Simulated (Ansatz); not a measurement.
ZrSe2:

```
Zr Se
1.0
     3.79800    0.00000    0.00000
    -1.89900    3.28916    0.00000
     0.00000    0.00000    6.19200
Zr Se
1 2
Direct
  0.00000 0.00000 0.00000
  0.66667 0.33333 0.75000
  0.33333 0.66667 0.25000
```

- Program: Ansatz 0.2.0
- Task: relaxation of cell and atoms
- Functional: revPBE
- Potentials or basis: Ansatz PAW
- Cutoff: 420 eV (not typed: the program's choice for these potentials)
- k mesh: 8 × 8 × 5
- Occupations: fermi-dirac, width 0.05 eV
- Spin: no spin polarisation

At the start: volume 25.78 Å³/atom.

Question: Where does the relaxation end?

Answer: It ends after 15 steps and the volume is 35.19 Å³/atom (+36.5 %); space group P-3m1 (No. 164, to 0.05 Å).

The path:
```tsv
step	energy change (eV)	largest force (eV/Å)	volume (Å³)
1	0.0000	0.3324	77.35
2	-0.0241	0.5945	83.94
3	-0.0758	0.1058	88.09
4	-0.0968	0.1058	88.04
5	-0.1070	0.0554	90.26
6	-0.1110	0.0324	93.19
7	-0.1114	0.0014	93.67
8	-0.1198	0.0002	93.67
9	-0.1252	0.0006	96.56
10	-0.1294	0.0366	100.35
11	-0.1304	0.0231	101.81
12	-0.1310	0.0385	105.79
13	-0.1312	0.0003	105.75
14	-0.1312	0.0001	105.56
15	-0.1332	0.0009	105.56
```

Final structure:
```
CELL_PARAMETERS angstrom
3.83087 0.00000 0.00000
-1.91544 3.31763 0.00000
0.00000 0.00000 8.30584
ATOMIC_POSITIONS crystal
Zr 0.00000 0.00000 0.00000
Se 0.66667 0.33333 0.80963
Se 0.33333 0.66667 0.19037
```

Caveat: the volume moved by over 15 % at a fixed basis, so the end points are rough; the plane-wave basis is chosen anew once the cell has moved, so the energies of steps on either side of that aren't comparable; this functional lacks dispersion, which binds the layers, so the pressure and a relaxed spacing across them are unreliable, and here the layers came unbound; the volume moved by +36 % from the deposited cell, more than functionals usually miss; the PAW data sets come from PBE, with cores solved anew for the run's functional, which leaves a small shift of forces and pressure.
